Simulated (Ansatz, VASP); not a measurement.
**One calculation of Sn, two programs**

```
CELL_PARAMETERS angstrom
-2.91964 2.91964 1.59380
2.91964 -2.91964 1.59380
2.91964 2.91964 -1.59380
ATOMIC_POSITIONS crystal
Sn 0.00000 0.00000 0.00000
Sn 0.75000 0.25000 0.50000
```

Alike in both runs: task single point; functional RPBE; k mesh 10 × 10 × 10; no spin polarisation.

|  | VASP | Ansatz |
| --- | --- | --- |
| version | VASP 6.6.1 | Ansatz 0.2.0 |
| potentials or method | VASP PAW PBE potentials, release 64 (Sn_d) | plane waves, PAW |
| plane-wave cutoff (eV) | 520 | 420 |
| occupations | methfessel-paxton of order 1, width 0.1 eV | cold, width 0.1 eV |
| valence electrons in the cell | 28 | 28 |

Ansatz gave:

| Property | Result |
| --- | --- |
| pressure (GPa) | 3.9 |
| largest component of the traceless stress (GPa) | 0.57 |

Q: What did VASP give for the same quantities?

A: Pressure (GPa): 3.8; largest component of the traceless stress (GPa): 0.60.

Caveats: the PAW data sets were made with another functional, which shifts forces and pressure a little (VASP).
